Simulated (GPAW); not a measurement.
Write an ASE script for GPAW 26.7.0 that does the following.

```
Task                : equation of state
Functional          : PBE
Potentials or basis : GPAW PAW data sets (gpaw-data 1.2.1)
Basis               : fd
Grid spacing        : 0.16 Å
k mesh              : 7 × 7 × 7
Occupations         : fermi-dirac, width 0.05 eV
Spin                : no spin polarisation
Maxiter             : 150
Eos scales          : [0.94, 0.96, 0.98, 1.0, 1.02, 1.04, 1.06]
```

Crystal: Sn.

```
Sn
1.0
    -2.94014    2.94014    1.59930
     2.94014   -2.94014    1.59930
     2.94014    2.94014   -1.59930
Sn
2
Direct
  0.00000 0.00000 0.00000
  0.75000 0.25000 0.50000
```

One way to write it, as run:

run.py

```python
from ase.eos import EquationOfState
from ase.io import Trajectory
from ase.spacegroup import crystal
from ase.units import GPa
from gpaw import GPAW

# Sn 4a
atoms = crystal(['Sn'],
                basis=[[0.0, 0.0, 0.0]],
                spacegroup=141, setting=1,  # I4_1/amd
                cellpar=[5.88028091, 5.88028091, 3.19860398, 90.0, 90.0, 90.0],
                primitive_cell=True)

traj = Trajectory('eos.traj', 'w')
volumes, energies = [], []
for x in [0.94, 0.96, 0.98, 1.0, 1.02, 1.04, 1.06]:
    a = atoms.copy()
    a.set_cell(atoms.cell * x**(1 / 3), scale_atoms=True)
    calc = GPAW(mode='fd',
                h=0.16,
                xc='PBE',
                kpts={'size': (7, 7, 7), 'gamma': True},
                occupations={'name': 'fermi-dirac', 'width': 0.05},
                nbands=24,
                convergence={'density': 1e-05, 'energy': 1e-05},
                maxiter=150,
                txt=f'eos-{x:.2f}.txt')
    a.calc = calc
    energies.append(a.get_potential_energy(force_consistent=True))
    volumes.append(a.get_volume())
    calc.write(f'eos-{x:.2f}.gpw')
    traj.write(a)
    print(f'{x:.2f} {volumes[-1]:10.4f} A^3 {energies[-1]:14.6f} eV', flush=True)

v0, e0, B = EquationOfState(volumes, energies, eos='birchmurnaghan').fit()
print(f'V0 = {v0:.4f} A^3, E0 = {e0:.6f} eV, B0 = {B / GPa:.2f} GPa')
```

Potentials or basis: GPAW PAW data sets (gpaw-data 1.2.1), fd.

Run with:

```sh
$ OMP_NUM_THREADS=1 python run.py
```

Results of the run:

* Equilibrium volume: 27.61 Å³/atom (rough: see the caveat)
* Bulk modulus at fixed shape and positions: 58 GPa (rough)

Caveat: the energies scatter about the fit; the fit is doubtful: noisy points or a state that changes with volume; real-space grids are poor in so skewed a cell; the cell was scaled at fixed shape and fractional positions, which overstates the stiffness of a crystal with free parameters, most of all of layers and chains.

Run time: 16 min on 1 thread of Intel(R) Xeon(R) 6975P-C (Granite Rapids), with other jobs on the host, peak memory 1.2 GiB.
